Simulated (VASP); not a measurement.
# KF (Pm-3m) in VASP: notebook

Runs on KF. Level: PBE. Tasks: single point.

All numbers are computed with VASP 6.6.1; they aren't measurements. Logs are shortened: lines on timing, memory, paths and dates and some standing lists are left out, and cuts for length are marked.

## (1) The crystal as given

It takes space group Pm-3m (No. 221, cubic). Conventional cell: a = 3.179 Å, b = 3.179 Å, c = 3.179 Å, α = 90.00°, β = 90.00°, γ = 90.00°. K (site symmetry m-3m) is surrounded by 8 F at 2.75 Å. F (site symmetry m-3m) has 8 K at 2.75 Å as nearest neighbours.

The cell was built by a generator and needn't be a form met in nature.

## (2) Single point, PBE

INCAR

```
SYSTEM = KF
ALGO     = Fast           ! electronic algorithm
EDIFF    = 1E-7           ! SCF threshold, eV
ENCUT    = 520            ! plane-wave cutoff, eV
GGA      = PE             ! functional
ISIF     = 2              ! what is computed and relaxed
ISMEAR   = 0              ! smearing method
LASPH    = .TRUE.         ! aspherical terms in the spheres
LCHARG   = .TRUE.         ! write CHGCAR
LELF     = .TRUE.         ! ELF
LREAL    = .FALSE.        ! projectors in reciprocal space
LVHAR    = .TRUE.       
LWAVE    = .FALSE.        ! write WAVECAR
NBANDS   = 15             ! bands
NELM     = 80             ! most SCF steps
PREC     = Accurate       ! precision mode
SIGMA    = 0.01           ! smearing width, eV
```

KPOINTS

```
k-points
0
G
  3 3 3
  0 0 0
```

POSCAR

```
KF
1.0
    3.1788706815      0.0000000000      0.0000000000
    0.0000000000      3.1788706815      0.0000000000
    0.0000000000      0.0000000000      3.1788706815
K F
1 1
Direct
    0.0000000000      0.0000000000      0.0000000000
    0.5000000000      0.5000000000      0.5000000000
```

Potentials or basis: VASP PAW PBE potentials, release 64 (K_sv, F).

Launch:

```
$ cat potpaw_PBE.64/K_sv/POTCAR potpaw_PBE.64/F/POTCAR > POTCAR
$ mpirun -np 1 vasp_std > vasp.out
```

OUTCAR:

```text
SYSTEM = KF
   EDIFF = 1E-7
   ENCUT = 520
   GGA = PE
   ISIF = 2
   ISMEAR = 0
   LASPH = .TRUE.
   LREAL = .FALSE.
   NELM = 80
   PREC = Accurate

 ion  position               nearest neighbor table
   1  0.000  0.000  0.000-   2 2.75   2 2.75   2 2.75   2 2.75   2 2.75   2 2.75   2 2.75   2 2.75

   2  0.500  0.500  0.500-   1 2.75   1 2.75   1 2.75   1 2.75   1 2.75   1 2.75   1 2.75   1 2.75

  LATTYP: Found a simple cubic cell.
 ALAT       =     3.1788706815

  Lattice vectors:

 A1 = (   3.1788706815,   0.0000000000,   0.0000000000)
 A2 = (   0.0000000000,   3.1788706815,   0.0000000000)
 A3 = (   0.0000000000,   0.0000000000,   3.1788706815)

Analysis of symmetry for initial positions (statically):
=====================================================================
 Subroutine PRICEL returns:
 Original cell was already a primitive cell.

 Routine SETGRP: Setting up the symmetry group for a
 simple cubic supercell.

 Subroutine GETGRP returns: Found 48 space group operations
 (whereof 48 operations were pure point group operations)
 out of a pool of 48 trial point group operations.

The static configuration has the point symmetry O_h .

Analysis of symmetry for dynamics (positions and initial velocities):
=====================================================================
 Subroutine PRICEL returns:
 Original cell was already a primitive cell.

 Routine SETGRP: Setting up the symmetry group for a
 simple cubic supercell.

 Subroutine GETGRP returns: Found 48 space group operations
 (whereof 48 operations were pure point group operations)
 out of a pool of 48 trial point group operations.

The dynamic configuration has the point symmetry O_h .

 Subroutine INISYM returns: Found 48 space group operations
 (whereof 48 operations are pure point group operations),
 and found     1 'primitive' translations

----------------------------------------------------------------------------------------

                                     Primitive cell

  volume of cell :      32.1232

  direct lattice vectors                    reciprocal lattice vectors
     3.178870681  0.000000000  0.000000000     0.314577125  0.000000000  0.000000000
     0.000000000  3.178870681  0.000000000     0.000000000  0.314577125  0.000000000
     0.000000000  0.000000000  3.178870681     0.000000000  0.000000000  0.314577125

  length of vectors
     3.178870681  3.178870681  3.178870681     0.314577125  0.314577125  0.314577125

  position of ions in fractional coordinates (direct lattice)
     0.000000000  0.000000000  0.000000000
     0.500000000  0.500000000  0.500000000

  ion indices of the primitive-cell ions
   primitive index   ion index
                 1           1
                 2           2

----------------------------------------------------------------------------------------

 KPOINTS: k-points

Automatic generation of k-mesh.
 Grid dimensions read from file:
 generate k-points for:    3    3    3

 Generating k-lattice:

  Cartesian coordinates                     Fractional coordinates (reciprocal lattice)
     0.104859042  0.000000000  0.000000000     0.333333333  0.000000000  0.000000000
     0.000000000  0.104859042  0.000000000     0.000000000  0.333333333  0.000000000
     0.000000000  0.000000000  0.104859042     0.000000000  0.000000000  0.333333333

  Length of vectors
     0.104859042  0.104859042  0.104859042

  Shift w.r.t. Gamma in fractional coordinates (k-lattice)
     0.000000000  0.000000000  0.000000000

 Subroutine IBZKPT returns following result:
 ===========================================

 Found      4 irreducible k-points:

 Following reciprocal coordinates:
            Coordinates               Weight
  0.000000  0.000000  0.000000      1.000000
  0.333333  0.000000  0.000000      6.000000
  0.333333  0.333333  0.000000     12.000000
  0.333333  0.333333  0.333333      8.000000
   k-points           NKPTS =      4   k-points in BZ     NKDIM =      4   number of bands    NBANDS=     15
   number of dos      NEDOS =    301   number of ions     NIONS =      2
   total plane-waves  NPLWV =  13824
   dimension x,y,z NGX =    24 NGY =   24 NGZ =   24
   dimension x,y,z NGXF=    48 NGYF=   48 NGZF=   48
   ions per type =               1   1
   NGX,Y,Z   is equivalent  to a cutoff of  12.55, 12.55, 12.55 a.u.
   NGXF,Y,Z  is equivalent  to a cutoff of  25.10, 25.10, 25.10 a.u.
 SYSTEM =  KF
   PREC   = accura    normal or accurate (medium, high low for compatibility)
   ISTART =      0    job   : 0-new  1-cont  2-samecut
   ICHARG =      2    charge: 1-file 2-atom 10-const
   ISPIN  =      1    spin polarized calculation?
   LNONCOLLINEAR =      F non collinear calculations
   LSORBIT =      F    spin-orbit coupling
   LASPH  =      T    aspherical Exc in radial PAW
   ENCUT  =  520.0 eV  38.22 Ry    6.18 a.u.   5.91  5.91  5.91*2*pi/ulx,y,z
   NELM   =     80;   NELMIN=  2; NELMDL= -5     # of ELM steps
   EDIFF  = 0.1E-06   stopping-criterion for ELM
   LREAL  =      F    real-space projection
   EDIFFG = 0.1E-05   stopping-criterion for IOM
   NSW    =      0    number of steps for IOM
   IBRION =     -1    ionic relax: 0-MD 1-quasi-New 2-CG
   NFREE  =      0    steps in history (QN), initial steepest desc. (CG)
   ISIF   =      2    stress and relaxation
   ISYM   =      2    0-nonsym 1-usesym 2-fastsym
   POTIM  = 0.5000    time-step for ionic-motion
   TEBEG  =    0.0;   TEEND  =   0.0 temperature during run
   PSTRESS=    0.0 pullay stress
   NELECT =      16.0000    total number of electrons
   NUPDOWN=      -1.0000    fix difference up-down
   EMIN   =  10.00;   EMAX   =-10.00  energy-range for DOS
   EFERMI =   0.00;   METHOD = LEGACY
   ISMEAR =     0;   SIGMA  =   0.01  broadening in eV -4-tet -1-fermi 0-gaus
   EFERMI_NEDOS =   21; number of points for ismear=-14 and -15
   IALGO  =     68    algorithm
   IMIX   =      4    mixing-type and parameters
     AMIX     =   0.40;   BMIX     =  1.00
     AMIX_MAG =   1.60;   BMIX_MAG =  1.00
  volume/ion in A,a.u.               =      16.06       108.39
  Fermi-wavevector in a.u.,A,eV,Ry     =   1.297703  2.452303 22.912660  1.684033
  Thomas-Fermi vector in A             =   2.429078
   LORBIT       =      0    0 simple, 1 ext, 2 COOP (PROOUT), +10 PAW based schemes
   GGA     = PE    functional components
   LHFCALC =     F    Hartree Fock is set to
   AEXX    =    0.0000 exact exchange contribution
   IVDW    =     0    specifies the selected vdW correction
   LEPSILON=     F    determine dielectric tensor
   LRPA    =     F    only Hartree local field effects (RPA)
 non-spin polarized calculation
 RMM-DIIS sequential band-by-band and
 Gauss-broadening in eV      SIGMA  =   0.01
  energy-cutoff  :      520.00
  volume of cell :       32.12
 maximum number of plane-waves:       874
 NGX is ok and might be reduce to    24
   NGX = 11   NGY = 11   NGZ = 11

 number of electron      15.9999985 magnetization

 Free energy of the ion-electron system (eV)
  ---------------------------------------------------
  ext. energy  EPLUGINS =         0.00000000
  ---------------------------------------------------
  free energy    TOTEN  =        -8.06373181 eV

  energy without entropy =       -8.06373181  energy(sigma->0) =       -8.06373181

 E-fermi :  -1.6509     XC(G=0):  -9.3903

 val. band max:       -1.8238228587   @ k =   0.0000   0.0000   0.0000
 cond. band min:       5.0062748516   @ k =   0.0000   0.0000   0.0000
 fundamental gap:      6.8300977104
 Fermi energy:        -1.6508582903

 k-point     1 :       0.0000    0.0000    0.0000
  band No.  band energies     occupation
      1     -28.6514      2.00000
      2     -20.7506      2.00000
      3     -11.5832      2.00000
      4     -11.5832      2.00000
      5     -11.5832      2.00000
      6      -1.8238      2.00000
      7      -1.8238      2.00000
      8      -1.8238      2.00000
      9       5.0063      0.00000
     10       6.5825      0.00000
     11       6.5825      0.00000
     12      12.4921      0.00000
     13      12.4921      0.00000
     14      12.4921      0.00000
     15      20.2404      0.00000

 k-point     2 :       0.3333    0.0000    0.0000
  band No.  band energies     occupation
      1     -28.5266      2.00000
      2     -20.7942      2.00000
      3     -12.1838      2.00000
      4     -11.4791      2.00000
      5     -11.4791      2.00000
      6      -2.8337      2.00000
      7      -1.9340      2.00000
      8      -1.9340      2.00000
      9       7.2500      0.00000
     10       7.3267      0.00000
     11       8.8769      0.00000
     12      11.3164      0.00000
     13      11.3164      0.00000
     14      12.7685      0.00000
     15      16.4300      0.00000

 k-point     3 :       0.3333    0.3333    0.0000
  band No.  band energies     occupation
      1     -28.4201      2.00000
      2     -20.7215      2.00000
      3     -12.2959      2.00000
      4     -12.1920      2.00000
      5     -11.3981      2.00000
      6      -2.5647      2.00000
      7      -2.2978      2.00000
      8      -1.8589      2.00000
      9       7.3882      0.00000
     10       7.8162      0.00000
     11      10.4575      0.00000
     12      10.8213      0.00000
     13      11.1166      0.00000
     14      11.3301      0.00000
     15      16.4148      0.00000

 k-point     4 :       0.3333    0.3333    0.3333
  band No.  band energies     occupation
      1     -28.3227      2.00000
      2     -20.6414      2.00000
      3     -12.1588      2.00000
      4     -12.1280      2.00000
      5     -12.1280      2.00000
      6      -2.6105      2.00000
      7      -2.6105      2.00000
      8      -2.4184      2.00000
      9       8.4956      0.00000
     10       9.4815      0.00000
     11       9.4815      0.00000
     12      10.8126      0.00000
     13      10.8126      0.00000
     14      11.6456      0.00000
     15      17.8668      0.00000

------------------------ aborting loop because EDIFF is reached ----------------------------------------

  FORCE on cell =-STRESS in cart. coord.  units (eV):
  Direction    XX          YY          ZZ          XY          YZ          ZX
  --------------------------------------------------------------------------------------
  -------------------------------------------------------------------------------------
  Total        0.6172066      0.6172066      0.6172066      0.0000000      0.0000000      0.0000000
  in kB       30.7838246     30.7838246     30.7838246      0.0000000      0.0000000      0.0000000
  external PRESSURE =      30.7838246 kB  Pullay stress =       0.0000000 kB

 VOLUME and BASIS-vectors are now :
 -----------------------------------------------------------------------------
  energy-cutoff  :      520.00
  volume of cell :       32.12
      direct lattice vectors                 reciprocal lattice vectors
     3.178870681  0.000000000  0.000000000     0.314577125  0.000000000  0.000000000
     0.000000000  3.178870681  0.000000000     0.000000000  0.314577125  0.000000000
     0.000000000  0.000000000  3.178870681     0.000000000  0.000000000  0.314577125

 POSITION                                       TOTAL-FORCE (eV/Angst)
 -----------------------------------------------------------------------------------
      0.00000      0.00000      0.00000         0.000000      0.000000      0.000000
      1.58944      1.58944      1.58944         0.000000      0.000000      0.000000
 -----------------------------------------------------------------------------------
    total drift:                                0.000000      0.000000     -0.000000

  FREE ENERGIE OF THE ION-ELECTRON SYSTEM (eV)
  ---------------------------------------------------
  free  energy   TOTEN  =        -8.0637318075 eV

  energy  without entropy=       -8.0637318075  energy(sigma->0) =       -8.06373181
```

It took 3.2 s on 1 thread of Intel Xeon 6975P-C (Granite Rapids), shared host; peak memory 0.13 GiB.

Results:

```yaml
Free_energy: -8.0637 eV
Pressure: 3.1 GPa
Band_gap_on_the_k_mesh: 6.83 eV, direct
```

Levels at points of the mesh, in eV from the valence-band top:
| k point | band 4 | band 5 | band 6 | band 7 | band 8 | band 9 | band 10 | band 11 | band 12 | band 13 |
| --- | --- | --- | --- | --- | --- | --- | --- | --- | --- | --- |
| (0.00, 0.00, 0.00) | -9.76 | -9.76 | 0.00 | 0.00 | 0.00 | 6.83 | 8.41 | 8.41 | 14.32 | 14.32 |

Caveat: the k mesh is coarse (spacing up to 0.66 Å⁻¹), so the values aren't converged. PBE gaps usually lie below the measured ones, often by a third to a half.

## (3) Single point, PBE

INCAR

```
SYSTEM = KF
PREC = Accurate
ENCUT = 520
EDIFF = 1E-7
ISMEAR = 0
SIGMA = 0.001
LREAL = .False.
LASPH = .True.
NELM = 80
ALGO = Normal
ISIF = 2
LWAVE = .False.
LCHARG = .True.
GGA = PE
LELF = .True.
LVHAR = .True.
NBANDS = 15
```

KPOINTS

```
regular mesh
0
Gamma
  6 6 6
  0 0 0
```

POSCAR is that of step 2.

Potentials or basis: VASP PAW PBE potentials, release 64 (K_sv, F).

Launch:

```
$ cat potpaw_PBE.64/K_sv/POTCAR potpaw_PBE.64/F/POTCAR > POTCAR
$ mpirun -np 1 vasp_std > vasp.out
```

Run time: 3.7 s. Hardware: 1 thread of Intel Xeon 6975P-C (Granite Rapids), shared host; peak memory 0.13 GiB.

The run converged. Its results:

| Quantity | Value |
| --- | --- |
| Free energy | -8.0683 eV |
| Pressure | 3.0 GPa |
| Band gap on the k mesh | 6.80 eV, indirect (least direct gap 6.83 eV) |

Levels at points of the mesh, in eV from the valence-band top:
```
           k point  band 4  band 5  band 6  band 7  band 8  band 9  band 10  band 11  band 12  band 13
(0.00, 0.00, 0.00)   -9.79   -9.79   -0.04   -0.04   -0.04    6.80     8.37     8.37    14.28    14.28
(0.50, 0.00, 0.00)   -9.65   -9.65   -1.33   -0.19   -0.19    9.44     9.85    11.62    12.81    12.81
(0.50, 0.50, 0.00)  -10.72   -9.55   -0.63   -0.63    0.00    8.67     9.24    12.17    12.17    15.12
(0.50, 0.50, 0.50)  -10.47  -10.47   -1.17   -1.17   -1.17   10.78    10.78    10.78    16.07    16.07
```
